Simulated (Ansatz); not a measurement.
**HfN (PbO type): other levels of theory at one geometry**

One table from this session's results is given with a row withheld; the runs are named, their logs left out.

Computed with Ansatz 0.2.0 (DFT at several levels, plane waves, PAW, unless a step's input says otherwise).

## The starting structure

The structure is tetragonal, space group P4/nmm (No. 129). Conventional cell: a = 3.857 Å, b = 3.857 Å, c = 4.818 Å, α = 90.00°, β = 90.00°, γ = 90.00°. Hf (site symmetry 4mm) is surrounded by 4 N at 2.11 Å. Around N (site symmetry -4m2) lie 4 Hf at 2.11 Å.

As a file:

```
Hf N
1.0
     3.85671    0.00000    0.00000
     0.00000    3.85671    0.00000
     0.00000    0.00000    4.81847
Hf N
2 2
Cartesian
  1.9284 0.0000 0.8523
  0.0000 1.9284 3.9662
  0.0000 0.0000 0.0000
  1.9284 1.9284 0.0000
```

This cell comes from an earlier session at PBE: 17.918 Å³/atom at 0.01 GPa, on a 10×10×8 mesh, no gap.

Levels to run: PBE+SOC; r²SCAN; PBEsol; LDA. Hardware: 2 threads of Arm Neoverse V2, shared host.

The first run:

The input, input.yaml:

```yaml
crystal:
  lattice:
    - [3.8567057347, 0.0, 0.0]
    - [0.0, 3.8567057347, 0.0]
    - [0.0, 0.0, 4.8184718836]
  atoms:
    - { symbol: Hf, position: [0.5, 0.0, 0.1768716561] }
    - { symbol: Hf, position: [0.0, 0.5, 0.8231283439] }
    - { symbol: "N", position: [0.0, 0.0, 0.0] }
    - { symbol: "N", position: [0.5, 0.5, 0.0] }
basis:
  ecutwfc: 420
  ecutrho_ratio: 4
kpoints:
  mp_grid: { grid: [10, 10, 8] }
hamiltonian:
  xc: pbe
scf:
  occupations: { method: gaussian, width: 0.05 }
output:
  forces: true
  stress: true
  eigenvalues: true
  populations: true
  dos: { projected: true, de: 0.02 }
  write_density: true
  write_potential: true
  elf: true
  volumetric_format: npy
magnetization:
  noncollinear: true
  spin_orbit: true
```

Launch:

```sh
$ ansatz run input.yaml --threads 2 --pin off --max-ram 2662MiB --backend cpu --events-out ev --progress --plain --runs-dir out
```

Among the steps run: PBE+SOC; r²SCAN; PBEsol; LDA.

One of the session's tables, all rows but one given; the rest of the session is left out.

| level | pressure (GPa) |
| --- | --- |
| PBE | 0.0 |
| LDA | ? |
| PBEsol | -4.4 |
| PBE+SOC | -0.3 |
| r²SCAN | -2.3 |

**Question.** Estimate the row for LDA.

**Answer.** pressure (GPa): -7.9. In the column «pressure (GPa)» it is the lowest.

The pressure runs from -7.9 GPa (LDA) to 0.0 GPa (PBE); a negative pressure means that level wants a smaller cell, a positive one a larger cell. Total energies of different levels have different zeros and can't be compared.
